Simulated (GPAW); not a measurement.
Input of a GPAW 26.7.0 run:

run.py

```python
from ase import Atoms
from ase.calculators.mixing import SumCalculator
from ase.filters import FrechetCellFilter
from ase.io import write
from ase.optimize import BFGS
from dftd4.ase import DFTD4
from gpaw import GPAW, PW, setup_paths

setup_paths.insert(0, '.')

atoms = Atoms(['Pt', 'Pt'],
              cell=[[2.7606656158, 0.0, 0.0],
                    [-1.3803328079, 2.3908065546, 0.0],
                    [0.0, 0.0, 4.792134]],
              scaled_positions=[[0.3333333333, 0.6666666667, 0.25],
                                [0.6666666667, 0.3333333333, 0.75]],
              pbc=True)

calc = GPAW(mode=PW(600),
            xc='PBEsol',
            kpts={'size': (8, 8, 4), 'gamma': True},
            occupations={'name': 'fermi-dirac', 'width': 0.05},
            nbands=29,
            convergence={'density': 1e-05, 'forces': 0.0001},
            maxiter=150,
            txt='gpaw.txt')
atoms.calc = SumCalculator([calc, DFTD4(method='pbesol')])
opt = BFGS(FrechetCellFilter(atoms), trajectory='relax.traj', logfile='-')
done = opt.run(fmax=0.02, steps=60)
calc.write('gs.gpw')
write('result.traj', atoms)
print('Converged:', done)
print('Cell:', atoms.cell.cellpar().round(4))
print('Volume:', round(atoms.get_volume(), 4))
print(atoms.get_scaled_positions().round(5))
```

Potentials or basis: PAW data sets generated in the run's folder for this functional, pw.

Run with:

```sh
$ gpaw-setup -f PBEsol Pt
$ OMP_NUM_THREADS=1 python run.py
```

Question: Predict the space group after relaxing (to 0.05 Å).

Answer: P6_3/mmc (No. 194).

Question: Estimate the relaxed volume.

Answer: 14.90 Å³/atom.

The path:
```csv
step,energy change (eV),largest force (eV/Å),pressure (GPa),volume (Å³)
1,0.0000,0.0000,-14.53,31.63
2,-0.0678,0.0000,-7.45,30.67
3,-0.0909,0.0000,1.12,29.72
4,-0.0925,0.0000,0.41,29.78
5,-0.0953,0.0000,-0.44,29.84
6,-0.0954,0.0000,-0.14,29.80
```

Caveat: later steps reuse the first step's grids; pairwise dispersion overbinds metals, which lowers pressure and volume. The run has no spin-orbit coupling, so splittings on Pt are missing.
